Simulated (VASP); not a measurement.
Runs of VASP 6.6.1 on Al. The cell holds a slab with vacuum, 6 atoms: a = 2.827 Å, b = 2.827 Å, c = 26.482 Å, α = 90.00°, β = 90.00°, γ = 120.00°. 

```tsv
level	potentials or basis	gap on the mesh (eV)	largest force (eV/Å)	work function (eV)
PBEsol	VASP PAW PBE potentials, release 64 (Al)	none	0.22	4.04
revPBE	VASP PAW PBE potentials, release 64 (Al)	none	(b)	(a)
PW91	VASP PAW PBE potentials, release 64 (Al)	none	0.31	4.01
r2SCAN	VASP PAW PBE potentials, release 64 (Al)	none	0.17	4.03
LDA	VASP PAW LDA potentials, release 64 (Al)	none	0.19	(c)
```

Alike in all rows: task work function; no spin polarisation; cell as given; k mesh 8 × 8 × 1; cutoff (eV) 520; smearing fermi-dirac 0.05 eV.

Task: Fill in the values left out.

Result: (a) 3.91; (b) 0.34; (c) 4.16.

Caveats: the PAW data sets were made with another functional, which shifts forces and pressure a little (some runs).

A gap of «none» marks a metal or a gap under the smearing width.

Runs at the PBE level aren't shown here.
